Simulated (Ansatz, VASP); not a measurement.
MgI2: VASP beside Ansatz

```xyz
3
Lattice="4.0291 0.0000 0.0000 -2.0145 3.4893 0.0000 0.0000 0.0000 6.8620" Properties=species:S:1:pos:R:3 pbc="T T T"
Mg    0.0000    0.0000    0.0000
I     0.0000    2.3262    5.1989
I     2.0145    1.1631    1.6631
```

Change from the starting cell: strain -0.030 along x and y, +0.000 along z, atoms carried along.

Alike in both runs: task single point; functional PBEsol; k mesh 6 × 6 × 4; occupations gaussian, width 0.05 eV; no spin polarisation.

|  | VASP | Ansatz |
| --- | --- | --- |
| version | VASP 6.6.1 | Ansatz 0.2.0 |
| potentials or method | VASP PAW PBE potentials, release 64 (Mg, I) | scalar-relativistic, plane waves, PAW |
| plane-wave cutoff (eV) | 520 | 420 |
| valence electrons in the cell | 16 | 44 |

```csv
,VASP,Ansatz,Ansatz less VASP
gap on the k mesh at the Fermi level (eV),3.50,3.51,+0.012
least direct gap on the mesh (eV),3.88,3.89,+0.006
pressure (GPa),1.9,1.9,+0.02
largest component of the traceless stress (GPa),0.47,0.47,+0.005
rms of the force components (eV/Å),0.092,0.093,+0.0008
```

Atom by atom the forces differ by 0.001 eV/Å (rms over components). The two sets of potentials don't hold the same shells in valence.

Caveats: the PAW data sets were made with another functional, which shifts forces and pressure a little (VASP); spin-orbit coupling is left out, which moves the levels of the heavy elements; this functional lacks dispersion, which binds the layers, so the pressure and a relaxed spacing across them are unreliable. A k mesh can miss the band edges.
